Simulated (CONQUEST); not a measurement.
Write the native input for CONQUEST 1.3 that does the following.

* Task: single point
* Functional: PBE
* Potentials or basis: PseudoDojo NC PBE, SZ, grid cutoff 150 Ha
* k mesh: 8 × 8 × 6
* Occupations: fermi-dirac, width 0.05 eV
* Spin: no spin polarisation
* Solver: diagonalisation
* SCF tolerance: 1e-06

Crystal: GaN.

```
CELL_PARAMETERS angstrom
3.18693 0.00000 0.00000
0.00000 3.18693 0.00000
0.00000 0.00000 4.50700
ATOMIC_POSITIONS crystal
Ga 0.00000 0.00000 0.00000
Ga 0.50000 0.50000 0.50000
N 0.00000 0.50000 0.75000
N 0.50000 0.00000 0.25000
```

The cell is a database's computed one.

The input as run:

Conquest_input

```
IO.Title GaN
IO.Coordinates coords.dat
IO.FractionalAtomicCoords T
IO.Iprint 2
IO.Iprint_init 1
General.NumberOfSpecies 2
General.PseudopotentialType hamann
AtomMove.TypeOfRun static
AtomMove.FullStress T
Grid.GridCutoff 150
DM.SolutionMethod diagon
Diag.MPMesh T
Diag.GammaCentred T
Diag.MPMeshX 8
Diag.MPMeshY 8
Diag.MPMeshZ 6
Diag.kT 0.00183747
minE.SCTolerance 1e-6
SC.MaxIters 100
IO.AtomChargeOutput T
%block ChemicalSpeciesLabel
1 69.720 Ga
2 14.010 N
%endblock
```

coords.dat

```
    6.0224269986     0.0000000000     0.0000000000
    0.0000000000     6.0224269986     0.0000000000
    0.0000000000     0.0000000000     8.5169979397
4
  0.0000000000   0.0000000000   0.0000000000 1 T T T
  0.5000000000   0.5000000000   0.5000000000 1 T T T
  0.0000000000   0.5000000000   0.7500000000 2 T T T
  0.5000000000   0.0000000000   0.2500000000 2 T T T
```

Potentials or basis: PseudoDojo NC PBE, SZ, grid cutoff 150 Ha.

The run is started by

```console
$ OMP_NUM_THREADS=1 Conquest
```

Results of the run:

```yaml
Pressure: 15.6 GPa
Band_gap_on_the_k_mesh: 1.86 eV
Mulliken_charges: Ga +0.88; N -0.88 e
```

Caveat: the atomic basis is small; Mulliken charges move with the basis; so large a pressure means that the cell lies far from this level's equilibrium, or that cutoff or potentials fall short; the basis of atomic orbitals isn't converged, which shifts pressures, moduli and gaps; the real-space grid breaks the cell's symmetry a little.

Run time: 50 s on 1 thread of Intel(R) Xeon(R) Platinum 8259CL CPU @ 2.50GHz (Skylake/Cascade Lake) (shared host), peak memory 0.4 GiB.
